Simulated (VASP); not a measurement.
# InP (Fm-3m) in VASP: notebook, part 2 of 2

VASP 6.6.1. The steps go on from the part before.

## (4) Single point, PBEsol

File INCAR:

```
SYSTEM = InP
PREC = Accurate ; ENCUT = 400
EDIFF = 1E-6 ; ISMEAR = 0
SIGMA = 0.01 ; LREAL = .FALSE.
LASPH = .TRUE. ; NELM = 100
ALGO = Normal ; ISIF = 2
LWAVE = .FALSE. ; LCHARG = .FALSE.
GGA = PS ; ADDGRID = .FALSE.
```

File KPOINTS:

```
regular mesh
0
G
  5 5 5
  0 0 0
```

File POSCAR:

```
InP
1.0
    0.0000000000      2.7688340000      2.7688340000
    2.7688340000      0.0000000000      2.7688340000
    2.7688340000      2.7688340000      0.0000000000
In P
1 1
Direct
    0.0000000000      0.0000000000      0.0000000000
    0.5000000000      0.5000000000      0.5000000000
```

Potentials or basis: VASP PAW PBE potentials, release 64 (In_d, P).

The run is started by

```console
$ cat potpaw_PBE.64/In_d/POTCAR potpaw_PBE.64/P/POTCAR > POTCAR
$ mpirun -np 1 vasp_std > vasp.out
```

OUTCAR:

```text
SYSTEM = InP
   PREC = Accurate
   ENCUT = 400
   EDIFF = 1E-6
   ISMEAR = 0
   LREAL = .FALSE.
   LASPH = .TRUE.
   NELM = 100
   ISIF = 2
   GGA = PS

 Found     10 irreducible k-points:

 Following reciprocal coordinates:
            Coordinates               Weight
  0.000000  0.000000  0.000000      1.000000
  0.200000  0.000000  0.000000      8.000000
  0.400000  0.000000  0.000000      8.000000
  0.200000  0.200000  0.000000      6.000000
  0.400000  0.200000  0.000000     24.000000
 -0.400000  0.200000  0.000000     24.000000
   k-points           NKPTS =     10   k-points in BZ     NKDIM =     10   number of bands    NBANDS=     13
   number of dos      NEDOS =    301   number of ions     NIONS =      2
   total plane-waves  NPLWV =  21952
   dimension x,y,z NGX =    28 NGY =   28 NGZ =   28
   dimension x,y,z NGXF=    56 NGYF=   56 NGZF=   56
   ions per type =               1   1
   NGX,Y,Z   is equivalent  to a cutoff of  11.89, 11.89, 11.89 a.u.
   NGXF,Y,Z  is equivalent  to a cutoff of  23.78, 23.78, 23.78 a.u.
 SYSTEM =  InP
   PREC   = accura    normal or accurate (medium, high low for compatibility)
   ISTART =      0    job   : 0-new  1-cont  2-samecut
   ICHARG =      2    charge: 1-file 2-atom 10-const
   ISPIN  =      1    spin polarized calculation?
   LNONCOLLINEAR =      F non collinear calculations
   LSORBIT =      F    spin-orbit coupling
   LASPH  =      T    aspherical Exc in radial PAW
   ENCUT  =  400.0 eV  29.40 Ry    5.42 a.u.   6.39  6.39  6.39*2*pi/ulx,y,z
   NELM   =    100;   NELMIN=  2; NELMDL= -5     # of ELM steps
   EDIFF  = 0.1E-05   stopping-criterion for ELM
   LREAL  =      F    real-space projection
   EDIFFG = 0.1E-04   stopping-criterion for IOM
   NSW    =      0    number of steps for IOM
   IBRION =     -1    ionic relax: 0-MD 1-quasi-New 2-CG
   NFREE  =      0    steps in history (QN), initial steepest desc. (CG)
   ISIF   =      2    stress and relaxation
   ISYM   =      2    0-nonsym 1-usesym 2-fastsym
   POTIM  = 0.5000    time-step for ionic-motion
   TEBEG  =    0.0;   TEEND  =   0.0 temperature during run
   PSTRESS=    0.0 pullay stress
   NELECT =      18.0000    total number of electrons
   NUPDOWN=      -1.0000    fix difference up-down
   EMIN   =  10.00;   EMAX   =-10.00  energy-range for DOS
   EFERMI =   0.00;   METHOD = LEGACY
   ISMEAR =     0;   SIGMA  =   0.01  broadening in eV -4-tet -1-fermi 0-gaus
   EFERMI_NEDOS =   21; number of points for ismear=-14 and -15
   IALGO  =     38    algorithm
   IMIX   =      4    mixing-type and parameters
     AMIX     =   0.40;   BMIX     =  1.00
     AMIX_MAG =   1.60;   BMIX_MAG =  1.00
  volume/ion in A,a.u.               =      21.23       143.25
  Fermi-wavevector in a.u.,A,eV,Ry     =   1.229869  2.324115 20.579860  1.512577
  Thomas-Fermi vector in A             =   2.364739
   LORBIT       =      0    0 simple, 1 ext, 2 COOP (PROOUT), +10 PAW based schemes
   GGA     = PS    functional components
   LHFCALC =     F    Hartree Fock is set to
   AEXX    =    0.0000 exact exchange contribution
   IVDW    =     0    specifies the selected vdW correction
   LEPSILON=     F    determine dielectric tensor
   LRPA    =     F    only Hartree local field effects (RPA)
 non-spin polarized calculation
 Gauss-broadening in eV      SIGMA  =   0.01
  energy-cutoff  :      400.00
  volume of cell :       42.45
 maximum number of plane-waves:       785
 NGX is ok and might be reduce to    28
   NGX = 13   NGY = 13   NGZ = 13

 number of electron      17.9999990 magnetization

 Free energy of the ion-electron system (eV)
  ---------------------------------------------------
  ext. energy  EPLUGINS =         0.00000000
  ---------------------------------------------------
  free energy    TOTEN  =        -8.75228921 eV

  energy without entropy =       -8.75160280  energy(sigma->0) =       -8.75194600

 E-fermi :   7.0289     XC(G=0): -10.5488

 val. band max:        7.0266884797   @ k =   0.4000   0.0000   0.0000
 cond. band min:       7.2330327553   @ k =  -0.2000   0.2000   0.0000
 fundamental gap:      0.2063442756
 Fermi energy:         7.0289415701

 k-point     1 :       0.0000    0.0000    0.0000
  band No.  band energies     occupation
      1      -7.2087      2.00000
      2      -7.2087      2.00000
      3      -7.1878      2.00000
      4      -7.1878      2.00000
      5      -7.1878      2.00000
      6      -5.0929      2.00000
      7       6.6660      2.00000
      8       6.6660      2.00000
      9       6.6660      2.00000
     10       7.4069      0.00000
     11      13.9936      0.00000
     12      13.9936      0.00000
     13      13.9936      0.00000

 k-point     2 :       0.2000    0.0000    0.0000
  band No.  band energies     occupation
      1      -7.2289      2.00000
      2      -7.2289      2.00000
      3      -7.1901      2.00000
      4      -7.1607      2.00000
      5      -7.1607      2.00000
      6      -4.5986      2.00000
      7       3.6965      2.00000
      8       6.7550      2.00000
      9       6.7550      2.00000
     10       9.4546      0.00000
     11      12.4802      0.00000
     12      12.5279      0.00000
     13      12.5279      0.00000

 k-point     3 :       0.4000    0.0000    0.0000
  band No.  band energies     occupation
      1      -7.2654      2.00000
      2      -7.2654      2.00000
      3      -7.1982      2.00000
      4      -7.1121      2.00000
      5      -7.1121      2.00000
      6      -3.3530      2.00000
      7       0.8264      2.00000
      8       7.0267      1.25000
      9       7.0267      1.25000
     10       9.4338      0.00000
     11      10.5772      0.00000
     12      10.5772      0.00000
     13      12.1254      0.00000

 k-point     4 :       0.2000    0.2000    0.0000
  band No.  band energies     occupation
      1      -7.2894      2.00000
      2      -7.2074      2.00000
      3      -7.1921      2.00000
      4      -7.1503      2.00000
      5      -7.1503      2.00000
      6      -4.3958      2.00000
      7       4.2303      2.00000
      8       5.8386      2.00000
      9       5.8386      2.00000
     10       9.1346      0.00000
     11      11.8801      0.00000
     12      12.1340      0.00000
     13      14.2389      0.00000

 k-point     5 :       0.4000    0.2000    0.0000
  band No.  band energies     occupation
      1      -7.3550      2.00000
      2      -7.2124      2.00000
      3      -7.2042      2.00000
      4      -7.1279      2.00000
      5      -7.1047      2.00000
      6      -3.3007      2.00000
      7       1.9854      2.00000
      8       5.4226      2.00000
      9       5.6244      2.00000
     10       7.8328      0.00000
     11      11.8188      0.00000
     12      13.2035      0.00000
     13      13.2327      0.00000

 k-point     6 :      -0.4000    0.2000    0.0000
  band No.  band energies     occupation
      1      -7.3393      2.00000
      2      -7.2448      2.00000
      3      -7.1773      2.00000
      4      -7.1326      2.00000
      5      -7.1044      2.00000
      6      -2.5942      2.00000
      7       0.7789      2.00000
      8       4.4603      2.00000
      9       6.3114      2.00000
     10       8.5031      0.00000
     11      11.6565      0.00000
     12      11.6867      0.00000
     13      14.3205      0.00000

 [... further k-points ...]

------------------------ aborting loop because EDIFF is reached ----------------------------------------

  FORCE on cell =-STRESS in cart. coord.  units (eV):
  Direction    XX          YY          ZZ          XY          YZ          ZX
  --------------------------------------------------------------------------------------
  -------------------------------------------------------------------------------------
  Total       -0.8418531     -0.8418531     -0.8418531     -0.0000000     -0.0000000      0.0000000
  in kB      -31.7706521    -31.7706521    -31.7706521     -0.0000000     -0.0000000      0.0000000
  external PRESSURE =     -31.7706521 kB  Pullay stress =       0.0000000 kB

 VOLUME and BASIS-vectors are now :
 -----------------------------------------------------------------------------
  energy-cutoff  :      400.00
  volume of cell :       42.45
      direct lattice vectors                 reciprocal lattice vectors
     0.000000000  2.768834000  2.768834000    -0.180581429  0.180581429  0.180581429
     2.768834000  0.000000000  2.768834000     0.180581429 -0.180581429  0.180581429
     2.768834000  2.768834000  0.000000000     0.180581429  0.180581429 -0.180581429

 POSITION                                       TOTAL-FORCE (eV/Angst)
 -----------------------------------------------------------------------------------
      0.00000      0.00000      0.00000        -0.000000      0.000000     -0.000000
      2.76883      2.76883      2.76883         0.000000     -0.000000      0.000000
 -----------------------------------------------------------------------------------
    total drift:                               -0.000000      0.000000      0.000000

  FREE ENERGIE OF THE ION-ELECTRON SYSTEM (eV)
  ---------------------------------------------------
  free  energy   TOTEN  =        -8.7522892131 eV

  energy  without entropy=       -8.7516027963  energy(sigma->0) =       -8.75194600
```

Run time: 7.1 s. Hardware: 1 thread of Intel Xeon Platinum 8488C (Sapphire Rapids), shared host; peak memory 0.14 GiB.

These settings aren't checked as converged: the numbers below hold their error.

What came out:

| Property | Result |
| --- | --- |
| Free energy | -8.7523 eV |
| Pressure | -3.2 GPa |
| Band gap on the k mesh | none (metal or under the smearing width) |

Caveat: the k mesh is coarse (spacing up to 0.39 Å⁻¹), so the values aren't converged; the PAW data sets were made with another functional, which shifts forces and pressure a little.

## (5) Single point, PBEsol

File INCAR:

```
SYSTEM = InP
PREC = Low ; ENCUT = 400
EDIFF = 1E-6 ; ISMEAR = 0
SIGMA = 0.05 ; LREAL = .FALSE.
LASPH = .TRUE. ; NELM = 100
ALGO = Normal ; ISIF = 2
LWAVE = .FALSE. ; LCHARG = .FALSE.
GGA = PS ; ADDGRID = .FALSE.
```

KPOINTS is that of step 4.

POSCAR is that of step 4.

The run is started by

```console
$ cat potpaw_PBE.64/In_d/POTCAR potpaw_PBE.64/P/POTCAR > POTCAR
$ mpirun -np 1 vasp_std > vasp.out
```

Wall time 3.4 s (1 thread of Intel Xeon Platinum 8488C (Sapphire Rapids), shared host); peak memory 0.1 GiB.

These settings aren't checked as converged: the numbers below hold their error.

What came out:

| Item | Value |
| --- | --- |
| Free energy | -8.7539 eV |
| Pressure | -3.1 GPa |
| Band gap on the k mesh | none (metal or under the smearing width) |

Caveat: the k mesh is coarse (spacing up to 0.39 Å⁻¹), so the values aren't converged; the PAW data sets were made with another functional, which shifts forces and pressure a little.

## (6) For comparison

An earlier run on the cell as given: functional PBE; potentials or basis VASP PAW PBE potentials, release 64 (In_d, P); cutoff 520 eV; k mesh 8 × 8 × 8; occupations fermi-dirac, width 0.05 eV; no spin polarisation.

* Pressure: -0.1 GPa
* Band gap on the k mesh: none (metal or under the smearing width)
